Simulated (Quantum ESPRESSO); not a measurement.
# BN in Quantum ESPRESSO: the effect of functional

Crystal: BN.

```
CELL_PARAMETERS angstrom
2.49824 0.00000 0.00000
-1.24912 2.16354 0.00000
0.00000 0.00000 6.63570
ATOMIC_POSITIONS crystal
N 0.66667 0.33333 0.25000
N 0.33333 0.66667 0.75000
B 0.66667 0.33333 0.75000
B 0.33333 0.66667 0.25000
```

Alike in all runs:

```yaml
Program: Quantum ESPRESSO 7.5
Task: phonons
Cutoff: 1143 eV
Density_cutoff: 4572 eV
k_mesh: 8 × 8 × 2, shifted
Occupations: fermi-dirac, width 0.05 eV
Spin: no spin polarisation
```

Each run relaxes the cell or the atoms first.

Q: One run gave: relaxed volume 8.76 Å³/atom; dielectric constant 4.20 mean; highest phonon frequency 1353 cm⁻¹. Which functional did it use?
A. AM05
B. RPBE
C. PBE
D. LDA
E. vdW-DF-cx

A: E.

| functional | potentials or basis | relaxed volume (Å³/atom) | dielectric constant (mean) | highest phonon frequency (cm⁻¹) |
| --- | --- | --- | --- | --- |
| LDA | PseudoDojo 0.4.1 SR LDA standard | 8.68 | 4.19 | 1386 |
| PBE | PseudoDojo 0.4.1 SR PBE standard | 10.16 | 3.65 | 1348 |
| BLYP | PseudoDojo 0.4.1 SR PBE standard | 10.54 | 3.54 | 1310 |
| RPBE | PseudoDojo 0.4.1 SR PBE standard | 10.61 | 3.49 | 1340 |
| AM05 | PseudoDojo 0.4.1 SR PBE standard | 10.12 | 3.68 | 1368 |
| vdW-DF-cx | PseudoDojo 0.4.1 SR PBE standard | 8.76 | 4.20 | 1353 |

Caveats: all runs use coarse meshes; the layers were relaxed without a dispersion term, so their spacing and the soft interlayer modes are unreliable (some runs); the potentials were made for another functional, which shifts forces and pressure (some runs); this functional lacks dispersion, which binds the layers, so the pressure and a relaxed spacing across them are unreliable (some runs); the volume moved by over 15 % at a fixed basis, so the end points are rough (some runs); this functional lacks dispersion, which binds the layers, so the pressure and a relaxed spacing across them are unreliable, and here the layers came unbound (some runs); before the sum rule the acoustic modes lie tens of cm⁻¹ from zero, a sign that the density grid also shifts the optical modes (some runs).
